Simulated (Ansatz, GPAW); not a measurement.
# benzene-1,4-diamine between two Pd chains: relaxation, then transmission at several levels, part 3 of 4

Wanted: T(E) of benzene-1,4-diamine between two Pd chains at a relaxed geometry in two programs, beside the unrelaxed structure.

GPAW 26.7.0 and Ansatz 0.2.0; Ansatz plane waves; relaxation of the junction with the lead ends held; PAW set soft_1 (the session's first sound run).

So far, transmission at the Fermi level (one spin): step 3 (plane-wave reference (PBE)) 0.0726.

**4. Double-zeta polarised basis**

Localised orbitals split the wire into layers that couple to their neighbours alone, which is what the Green's function method needs; double zeta with polarisation is the usual level for numbers.

This step: GPAW LCAO, PAW setups; Landauer transmission from Green's functions with principal layers (ASE), zero bias (GPAW 26.7.0).

Input file run.py:

```python
import json
import numpy as np
from ase import Atoms
from ase.transport.calculators import TransportCalculator
from gpaw import GPAW, FermiDirac
from gpaw.lcao.tools import get_lcao_hamiltonian
from scipy.linalg import eigh

# The junction with lead layers at both ends, along the third cell vector
device = Atoms(
    ['Pd', 'Pd', 'Pd', 'Pd', 'Pd', 'Pd', 'Pd', 'Pd', 'H', 'H', 'N', 'C', 'H', 'H', 'C', 'C', 'C', 'C', 'H', 'H', 'C', 'N', 'H', 'H', 'Pd', 'Pd', 'Pd', 'Pd', 'Pd', 'Pd', 'Pd', 'Pd'],
    positions=[
        [5.39886, 5.05085, 1.25000],
        [5.39886, 5.05085, 3.75000],
        [5.39886, 5.05085, 6.25000],
        [5.39886, 5.05085, 8.75000],
        [5.39886, 5.05085, 11.25000],
        [5.39886, 5.05085, 13.75000],
        [5.44616, 3.95605, 15.96213],
        [5.41530, 4.99387, 18.26716],
        [4.58825, 3.37359, 20.05595],
        [6.23973, 3.37608, 20.06103],
        [5.41270, 3.96017, 20.20347],
        [5.40780, 4.52582, 21.52666],
        [7.56242, 4.60614, 21.69842],
        [3.25203, 4.60973, 21.68079],
        [6.60975, 4.79633, 22.19556],
        [4.20090, 4.79776, 22.18592],
        [6.60493, 5.30767, 23.49261],
        [4.19601, 5.30880, 23.48313],
        [7.55370, 5.49605, 23.99759],
        [3.24344, 5.49942, 23.98017],
        [5.39799, 5.57983, 24.15177],
        [5.39320, 6.14591, 25.47482],
        [6.21942, 6.72979, 25.62304],
        [4.56781, 6.73263, 25.61592],
        [5.38472, 5.11236, 27.41241],
        [5.34891, 6.14992, 29.71744],
        [5.39886, 5.05085, 31.92754],
        [5.39886, 5.05085, 34.42754],
        [5.39886, 5.05085, 36.92754],
        [5.39886, 5.05085, 39.42754],
        [5.39886, 5.05085, 41.92754],
        [5.39886, 5.05085, 44.42754]],
    cell=[[10.79771, 0.0, 0.0], [0.0, 10.1017, 0.0], [0.0, 0.0, 45.67754]],
    pbc=True)

# One principal layer of the lead: the first 5 atoms of the device
lead = Atoms(
    ['Pd', 'Pd', 'Pd', 'Pd', 'Pd'],
    positions=[
        [5.39886, 5.05085, 1.25000],
        [5.39886, 5.05085, 3.75000],
        [5.39886, 5.05085, 6.25000],
        [5.39886, 5.05085, 8.75000],
        [5.39886, 5.05085, 11.25000]],
    cell=[[10.79771, 0.0, 0.0], [0.0, 10.1017, 0.0], [0.0, 0.0, 12.5]],
    pbc=True)

settings = dict(mode='lcao', basis='dzp', xc='PBE', h=0.18,
                occupations=FermiDirac(0.1), maxiter=250,
                mixer=dict(beta=0.1, nmaxold=8, weight=100.0),
                convergence=dict(density=0.0001))
energies = np.arange(-2, 2 + 1e-9, 0.025)
eta = 0.0001
n1, n2 = 1, 1
# k and -k transmit alike, so half of the mesh across the current serves
mesh = [(i, j) for i in range(n1) for j in range(n2) if (i, j) <= (-i % n1, -j % n2)]
weights = np.array([1 if (i, j) == (-i % n1, -j % n2) else 2 for i, j in mesh]) / (n1 * n2)

# [... helper functions left out ...]
fermi_lead = ground_state(lead, (1, 1, 9), 'lead.txt')
fermi_device = ground_state(device, (1, 1, 2), 'device.txt')
# [... loop over the mesh left out, but for ...]
        # Shift the lead onto the potential of the device's first layer
        shift = ((H[:, 0, 0] - H0[:, 0, 0]) / S0[0, 0]).real.mean()
# [...]
kT = 8.617333e-5 * 300
bias = [0.1, 0.2, 0.5, 1.0, 1.5, 2.0]
# [... integrals and printing left out ...]
```

Launch:

```bash
$ OMP_NUM_THREADS=1 OPENBLAS_NUM_THREADS=1 python run.py
```

Log:

```text
basis functions: device 576, principal layer 135
Fermi level: lead -4.2833 eV, device -3.7912 eV; lead shifted by -0.0005 eV
largest coupling past the next layer 1.07e-04 eV, largest misfit of the first layer 0.063 eV
  E-E_F (eV)   T (one spin)  [channel counts left out]
    -2.000    1.8924e-02
    -1.975    1.9172e-02
    -1.950    1.9546e-02
    -1.925    2.0059e-02
    -1.900    2.0618e-02
    -1.875    2.1465e-02
    -1.850    2.2438e-02
    -1.825    2.3597e-02
    -1.800    2.4969e-02
    -1.775    2.6583e-02
    -1.750    2.8473e-02
    -1.725    3.0681e-02
    -1.700    3.3256e-02
    -1.675    3.6253e-02
    -1.650    3.9740e-02
    -1.625    4.3786e-02
[...]
1.825    4.1417e-02
     1.850    4.3642e-02
     1.875    4.5971e-02
     1.900    4.7772e-02
     1.925    8.4953e-03
     1.950    6.2144e-02
     1.975    6.5461e-02
     2.000    7.0832e-02
conductance at 300 K: 0.07143 G0 a cell; thermopower -14.26 uV/K
current from the zero-bias T(E) at 0.1 V: 0.55852 uA
current from the zero-bias T(E) at 0.2 V: 1.1485 uA
current from the zero-bias T(E) at 0.5 V: 3.202 uA
current from the zero-bias T(E) at 1.0 V: 10.912 uA
current from the zero-bias T(E) at 1.5 V: 14.393 uA
current from the zero-bias T(E) at 2.0 V: 16.543 uA
```

Elapsed: 14 min, on 1 thread of Arm Neoverse N1, shared host; peak memory 3 GiB.

Numbers from this step:

```
conductance                                    : 0.07143 G₀
largest coupling past the next principal layer : 1.07e-4 eV
largest misfit of the first principal layer    : 0.06341 eV
shift that aligns the lead                     : -4.97e-4 eV
basis functions of the junction                : 576
basis functions of a principal layer           : 135
transmission at the Fermi level (one spin)     : 0.06997
```

One spin. The transmission, zone mean by energy, zero at the Fermi level:

```
energy (eV)  transmission, zone mean
     -2.000                   0.0189
     -1.900                   0.0206
     -1.800                   0.0250
     -1.700                   0.0333
     -1.600                   0.0485
     -1.500                   0.0757
     -1.400                    0.120
     -1.300                    0.177
     -1.200                    0.228
     -1.100                    0.317
     -1.075                    0.384
     -1.000                   0.0796
     -0.900                   0.0572
     -0.800                    0.116
     -0.700                   0.0862
     -0.600                    0.151
     -0.500                    0.288
     -0.400                    0.376
     -0.325                    0.631
     -0.300                    0.418
     -0.200                   0.0662
     -0.100                   0.0620
      0.000                   0.0700
      0.100                   0.0932
      0.125                    0.133
      0.200                   0.0785
      0.300                   0.0567
      0.400                   0.0455
      0.500                   0.0387
      0.600                   0.0341
      0.700                   0.0308
      0.800                   0.0284
      0.900                   0.0266
      1.000                   0.0253
      1.100                   0.0245
      1.200                   0.0242
      1.300                   0.0244
      1.400                   0.0252
      1.500                   0.0267
      1.600                   0.0292
      1.700                   0.0332
      1.800                   0.0394
      1.900                   0.0478
      2.000                   0.0708
```

Not self-consistent under bias; the bias window is split evenly. Current through one cell, from the zero-bias transmission against bias:

```
bias (V)  current through one cell, from the zero-bias transmission (μA)
   0.100                                                           0.559
   0.200                                                            1.15
   0.500                                                            3.20
   1.000                                                            10.9
   1.500                                                            14.4
   2.000                                                            16.5
```

The transmission of the three most open eigenchannels by energy, zero at the Fermi level:

```
energy (eV)  channel 1  channel 2  channel 3
     -2.000     0.0189     1.7e-6     4.1e-8
     -1.900     0.0206     5.3e-6     4.8e-8
     -1.800     0.0250     1.5e-5     5.5e-8
     -1.700     0.0332     3.9e-5     6.6e-8
     -1.600     0.0484     7.9e-5     7.7e-8
     -1.500     0.0756     1.1e-4     8.9e-8
     -1.400      0.120     9.1e-5     9.7e-8
     -1.300      0.177     6.0e-5     9.4e-8
     -1.200      0.228     4.0e-5     7.5e-8
     -1.100      0.317     3.2e-5     3.7e-8
     -1.000     0.0796     2.3e-5     8.9e-7
     -0.900     0.0571     3.0e-5     2.1e-5
     -0.800      0.115     2.4e-4     1.1e-4
     -0.700     0.0860     1.0e-4     1.0e-5
     -0.600      0.151     1.3e-4     1.5e-6
     -0.500      0.288     6.6e-5     4.0e-7
     -0.400      0.375     9.4e-4     2.5e-4
     -0.300      0.415    0.00198    0.00154
     -0.200     0.0657     3.2e-4     1.9e-4
     -0.100     0.0619     7.4e-5     5.9e-5
      0.000     0.0699     2.4e-5     2.0e-5
      0.100     0.0932     3.7e-6     3.1e-6
      0.200     0.0785    2.1e-10          0
      0.300     0.0567    2.1e-10          0
      0.400     0.0455    2.0e-10          0
      0.500     0.0387    2.0e-10          0
      0.600     0.0341    1.9e-10          0
      0.700     0.0308    1.8e-10          0
      0.800     0.0284    1.7e-10          0
      0.900     0.0266    1.6e-10          0
      1.000     0.0253    1.5e-10          0
      1.100     0.0245    1.4e-10          0
      1.200     0.0242    1.2e-10          0
      1.300     0.0244    1.0e-10          0
      1.400     0.0252    8.3e-11          0
      1.500     0.0267    6.2e-11          0
      1.600     0.0292    3.9e-11          0
      1.700     0.0332    1.8e-11          0
      1.800     0.0394    2.9e-12          0
      1.900     0.0478    3.8e-12          0
      2.000     0.0708    4.5e-11          0
```

At the Fermi level T is 0.0700 against 0.0726 in plane waves. Couplings past the next layer reach 1.1e-4 eV, small enough to drop; the matrix elements of the cell's first layer differ from the bulk lead's by up to 0.063 eV. That layer keeps its own values in the calculation, and only beyond it is the lead taken as perfect. The Fermi levels of lead and junction count from different zeros of potential, one for each periodic cell; with both set to zero, the small remaining shift is what aligns them. By hand: G = 0.07143 × 77.48 μS = 5.53 μS, a resistance of 181 kΩ; at 0.1 V a linear junction would pass 0.553 μA, and the integral over the bias window gives 0.559 μA.

**5. GPAW, szp: basis = "szp(dzp)"**

The second zeta is dropped, the polarisation orbitals stay.

run.py, as its differences from that of step 4:

```diff
@@ -59,3 +59,3 @@
 
-settings = dict(mode='lcao', basis='dzp', xc='PBE', h=0.18,
+settings = dict(mode='lcao', basis='szp(dzp)', xc='PBE', h=0.18,
                 occupations=FermiDirac(0.1), maxiter=250,
```

Log:

```text
basis functions: device 344, principal layer 75
Fermi level: lead -4.4441 eV, device -4.0422 eV; lead shifted by -0.0000 eV
largest coupling past the next layer 1.09e-04 eV, largest misfit of the first layer 0.056 eV
  E-E_F (eV)   T (one spin)  [channel counts left out]
    -2.000    4.9572e-03
    -1.975    5.3067e-03
    -1.950    5.7005e-03
[...]
1.975    9.2496e-02
     2.000    7.6994e-02
conductance at 300 K: 0.078188 G0 a cell; thermopower -2.734 uV/K
current from the zero-bias T(E) at 0.1 V: 0.59844 uA
current from the zero-bias T(E) at 0.2 V: 1.1497 uA
current from the zero-bias T(E) at 0.5 V: 2.6497 uA
current from the zero-bias T(E) at 1.0 V: 11.387 uA
current from the zero-bias T(E) at 1.5 V: 15.624 uA
current from the zero-bias T(E) at 2.0 V: 17.777 uA
```

Elapsed: 9.1 min, on 1 thread; peak memory 2.9 GiB.

This step gave:

- conductance: 0.07819 G₀
- largest coupling past the next principal layer: 1.09e-4 eV
- largest misfit of the first principal layer: 0.05606 eV
- shift that aligns the lead: -3.72e-5 eV
- basis functions of the junction: 344
- basis functions of a principal layer: 75
- transmission at the Fermi level (one spin): 0.07780

One spin. Table of transmission, zone mean by energy, zero at the Fermi level:

```
energy (eV)  transmission, zone mean
     -2.000                  0.00496
     -1.900                  0.00665
     -1.800                  0.00962
     -1.700                   0.0151
     -1.600                   0.0254
     -1.500                   0.0441
     -1.400                   0.0738
     -1.300                    0.109
     -1.200                    0.175
     -1.150                    0.199
     -1.100                    0.120
     -1.000                   0.0483
     -0.900                   0.0407
     -0.800                   0.0890
     -0.700                    0.105
     -0.600                    0.221
     -0.500                    0.273
     -0.400                    0.605
     -0.350                    0.835
     -0.300                    0.171
     -0.200                   0.0698
     -0.100                   0.0721
      0.000                   0.0778
      0.100                   0.0570
      0.200                   0.0425
      0.300                   0.0371
      0.400                   0.0354
      0.500                   0.0357
      0.600                   0.0372
      0.700                   0.0395
      0.800                   0.0427
      0.900                   0.0471
      1.000                   0.0534
      1.100                   0.0624
      1.200                   0.0887
      1.300                    0.108
      1.400                    0.159
      1.500                    0.276
      1.600                    0.585
      1.700                    0.994
      1.800                    0.470
      1.900                    0.172
      2.000                   0.0770
```

The conductance, 0.0782 G₀, lies 9.5 % above that of the dzp run.

**6. GPAW, sz: basis = "sz(dzp)"**

The minimal basis is the cheapest rung: no second zeta and no polarisation.

run.py, as its differences from that of step 5:

```diff
@@ -59,3 +59,3 @@
 
-settings = dict(mode='lcao', basis='szp(dzp)', xc='PBE', h=0.18,
+settings = dict(mode='lcao', basis='sz(dzp)', xc='PBE', h=0.18,
                 occupations=FermiDirac(0.1), maxiter=250,
```

Log:

```text
basis functions: device 232, principal layer 60
Fermi level: lead -4.4643 eV, device -4.0529 eV; lead shifted by -0.0001 eV
largest coupling past the next layer 1.08e-04 eV, largest misfit of the first layer 0.033 eV
  E-E_F (eV)   T (one spin)  channels
    -2.000    3.7611e-03    3.0000
    -1.975    4.0715e-03    3.0000
    -1.950    4.4247e-03    3.0000
[...]
1.975    3.8576e-02    1.0000
     2.000    3.4511e-02    1.0000
conductance at 300 K: 0.12459 G0 a cell; thermopower -11.03 uV/K
current from the zero-bias T(E) at 0.1 V: 0.95736 uA
current from the zero-bias T(E) at 0.2 V: 1.8467 uA
current from the zero-bias T(E) at 0.5 V: 4.1659 uA
current from the zero-bias T(E) at 1.0 V: 14.372 uA
current from the zero-bias T(E) at 1.5 V: 19.649 uA
current from the zero-bias T(E) at 2.0 V: 23.515 uA
```

The job ended after 6.4 min (1 thread; peak memory 2.7 GiB).

This step gave:

| Property | Result |
| --- | --- |
| conductance | 0.1246 G₀ |
| largest coupling past the next principal layer | 1.08e-4 eV |
| largest misfit of the first principal layer | 0.03277 eV |
| shift that aligns the lead | -5.75e-5 eV |
| basis functions of the junction | 232 |
| basis functions of a principal layer | 60 |
| transmission at the Fermi level (one spin) | 0.1228 |

One spin. Table of transmission, zone mean by energy, zero at the Fermi level:

energy (eV), transmission, zone mean and a bar:
```
   -2.000      0.004 
   -1.900      0.005 
   -1.800      0.008 
   -1.700      0.013 
   -1.600      0.023 #
   -1.500      0.040 #
   -1.400      0.068 ##
   -1.300      0.101 ###
   -1.200      0.150 ####
   -1.175      0.219 ######
   -1.100      0.107 ###
   -1.000      0.047 #
   -0.900      0.032 #
   -0.800      0.085 ##
   -0.700      0.109 ###
   -0.600      0.212 ######
   -0.500      0.292 #########
   -0.400      0.575 #################
   -0.350      0.862 ##########################
   -0.300      0.323 ##########
   -0.200      0.086 ##
   -0.100      0.103 ###
    0.000      0.123 ####
    0.050      0.166 #####
    0.100      0.107 ###
    0.200      0.080 ##
    0.300      0.071 ##
    0.400      0.070 ##
    0.500      0.073 ##
    0.600      0.079 ##
    0.700      0.089 ###
    0.800      0.103 ###
    0.900      0.119 ###
    0.925      0.366 ###########
    1.000      0.169 #####
    1.100      0.232 #######
    1.200      0.358 ###########
    1.300      0.614 ##################
    1.400      0.967 #############################
    1.425      0.997 ##############################
    1.500      0.789 ########################
    1.600      0.376 ###########
    1.700      0.179 #####
    1.800      0.095 ###
    1.900      0.055 ##
    2.000      0.035 #
```

The conductance, 0.125 G₀, lies 74 % above that of the dzp run.

**7. LDA in the dzp basis: xc = "LDA"**

Back in the dzp basis, the functional changes from PBE to LDA, to set the spread between functionals beside that between bases.

run.py, as its differences from that of step 6:

```diff
@@ -59,3 +59,3 @@
 
-settings = dict(mode='lcao', basis='sz(dzp)', xc='PBE', h=0.18,
+settings = dict(mode='lcao', basis='dzp', xc='LDA', h=0.18,
                 occupations=FermiDirac(0.1), maxiter=250,
```

Log:

```text
basis functions: device 576, principal layer 135
Fermi level: lead -4.6735 eV, device -4.1535 eV; lead shifted by 0.0000 eV
largest coupling past the next layer 1.19e-04 eV, largest misfit of the first layer 0.080 eV
  E-E_F (eV)   T (one spin)  [channel counts left out]
    -2.000    2.3588e-02
    -1.975    2.3693e-02
    -1.950    2.3972e-02
[...]
1.975    7.7534e-02
     2.000    7.9695e-02
conductance at 300 K: 0.082015 G0 a cell; thermopower -13.5 uV/K
current from the zero-bias T(E) at 0.1 V: 0.63946 uA
current from the zero-bias T(E) at 0.2 V: 1.3044 uA
current from the zero-bias T(E) at 0.5 V: 3.7365 uA
current from the zero-bias T(E) at 1.0 V: 12.059 uA
current from the zero-bias T(E) at 1.5 V: 15.81 uA
current from the zero-bias T(E) at 2.0 V: 17.99 uA
```

Elapsed: 13 min, on 1 thread; peak memory 3 GiB.

Numbers from this step:

```
conductance                                    : 0.08202 G₀
largest coupling past the next principal layer : 1.19e-4 eV
largest misfit of the first principal layer    : 0.08007 eV
shift that aligns the lead                     : 1.83e-5 eV
basis functions of the junction                : 576
basis functions of a principal layer           : 135
transmission at the Fermi level (one spin)     : 0.08072
```

The conductance, 0.0820 G₀, lies 15 % above that of the dzp run.

(Part 3 of 4 ends here.)

[Logs are printed without paths, hosts, clocks, repeated set-up lines and the standing remarks that a program may print on its own settings, such as how far it seeks lower states.]

[Hosts, paths, dates, database ids (printed as entryN), source tags and the programs' standing remarks are cut or masked in the printed files.]
